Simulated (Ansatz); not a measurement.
## Si: γ-surface

These are results of DFT PBE, scalar-relativistic, plane waves, PAW in Ansatz 0.2.0, not measurements. Settings: plane waves to 420 eV, k-mesh 8×8×3 (Γ-centred), Gaussian smearing 0.05 eV. No spin polarisation. Energies are free energies at this smearing, counted from the undisturbed cell; pressure is positive in compression.

The starting cell (relaxed at this level):

```yaml
crystal:
  lattice:
    - [2.73488, -2.73488, 0.00000]
    - [2.73488, 0.00000, -2.73488]
    - [5.46976, 5.46976, 5.46976]
  atoms:
    - { symbol: Si, position: [0.66667, 0.66667, 0.54163] }
    - { symbol: Si, position: [0.00000, 0.00000, 0.20830] }
    - { symbol: Si, position: [0.33333, 0.33333, 0.87497] }
    - { symbol: Si, position: [0.66667, 0.66667, 0.79163] }
    - { symbol: Si, position: [0.00000, 0.00000, 0.45830] }
    - { symbol: Si, position: [0.33333, 0.33333, 0.12497] }
```

Vector c is tilted by p·a + q·b with the atoms' Cartesian places fixed: one unrelaxed fault a cell on a (1 1 1) plane of area 12.96 Å². Points are written (p, q).

Energy above the undisturbed cell in mJ/m² (a dash: not computed):

```
p \ q  0.000  0.167  0.333  0.500  0.667  0.833
0.000      0    283   1050   1585   1050    283
0.167    283    874   1685   1685    874    283
0.333   1050   1685   2092   1685   1050      ?
0.500   1585   1685   1685   1585      ?      ?
0.667   1050    874   1050      ?   1690      ?
0.833    283    283      ?      ?      ?      ?
```

Problem. Fill in the withheld energies.

Solution. (0.333, 0.833): 806; (0.500, 0.667): 1488; (0.500, 0.833): 1488; (0.667, 0.500): 1488; (0.667, 0.833): 1488; (0.833, 0.333): 806; (0.833, 0.500): 1488; (0.833, 0.667): 1488; (0.833, 0.833): 806.

Cost: 10 runs of about 1.9 core-minutes in all, on Arm Neoverse V2 (shared hosts).